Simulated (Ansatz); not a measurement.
# TiTe2 (fluorite): equation of state

One table from this session's results is given with a row withheld; the runs are named, their logs left out.

Program: Ansatz 0.2.0. Level of theory: DFT PBE, scalar-relativistic, plane waves, PAW. These are calculated values, not measurements.

1 further run of the same task is left out (set aside as unsound or not needed). Runs told in other sessions of the task aren't counted.

## Starting point

The structure is cubic, space group Fm-3m (No. 225). Conventional cell: a = 6.886 Å, b = 6.886 Å, c = 6.886 Å, α = 90.00°, β = 90.00°, γ = 90.00°. Around Ti (site symmetry m-3m) lie 8 Te at 2.98 Å. Te (site symmetry -43m) is surrounded by 4 Ti at 2.98 Å.

As a file:

```
CELL_PARAMETERS angstrom
0.00000 3.44286 3.44286
3.44286 0.00000 3.44286
3.44286 3.44286 0.00000
ATOMIC_POSITIONS crystal
Ti 0.00000 0.00000 0.00000
Te 0.25000 0.25000 0.25000
Te 0.75000 0.75000 0.75000
```

This cell comes from an earlier session at PBE: 27.206 Å³/atom at -0.06 GPa, on a 10×10×10 mesh.

Volume factors to run: 0.980, 1.020, 0.960, 1.040, 1.070, 1.100, 0.945.

Set-up of the first run:

Contents of input.yaml:

```yaml
crystal:
  lattice:
    - [0.0, 3.4197519922, 3.4197519922]
    - [3.4197519922, 0.0, 3.4197519922]
    - [3.4197519922, 3.4197519922, 0.0]
  atoms:
    - { symbol: Ti, position: [0.0, 0.0, 0.0] }
    - { symbol: Te, position: [0.25, 0.25, 0.25] }
    - { symbol: Te, position: [0.75, 0.75, 0.75] }
basis:
  ecutwfc: 420
  ecutrho_ratio: 4
kpoints:
  mp_grid: { grid: [10, 10, 10] }
hamiltonian:
  xc: pbe
scf:
  occupations: { method: gaussian, width: 0.05 }
output:
  forces: true
  stress: true
  eigenvalues: true
```

On the command line:

```console
> ansatz run input.yaml --threads 2 --pin off --max-ram 2662MiB --backend cpu --events-out ev --progress --plain --runs-dir out
```

Steps of the session up to this table: At 0.980 of the relaxed volume; Volume × 1.020; Scaling the volume by 0.960; Scaling the volume by 1.040; Scaling the volume by 1.070; Volume × 1.100; Scaling the volume by 0.945.

One of the session's tables, all rows but one given; the rest of the session is left out.

It belongs to the step «Energy and pressure against volume». 

```
volume (Å³/atom)  energy (meV/atom)  pressure (GPa)
          25.710              16.99            3.96
          26.118               8.55            2.73
          26.662               1.91            1.25
          27.206               0.00           -0.06
          27.750               2.32           -1.23
          28.294                  ?               ?
          29.111              23.43           -3.60
          29.927              44.70           -4.75
```

**Question.** Estimate the row for volume (Å³/atom) = 28.294.

Worked estimate for «energy (meV/atom)». A straight line through the neighbours (27.750, 2.32) and (29.111, 23.43) gives 2.32 + (23.43 − 2.32) × (28.294 − 27.750) / (29.111 − 27.750) = 10.76; a parabola fitted to 4 rows on both sides gives 8.53.

**Answer.** energy (meV/atom): 8.39; pressure (GPa): -2.27. In «energy (meV/atom)» the line misses by +2.37 and the parabola by +0.14.
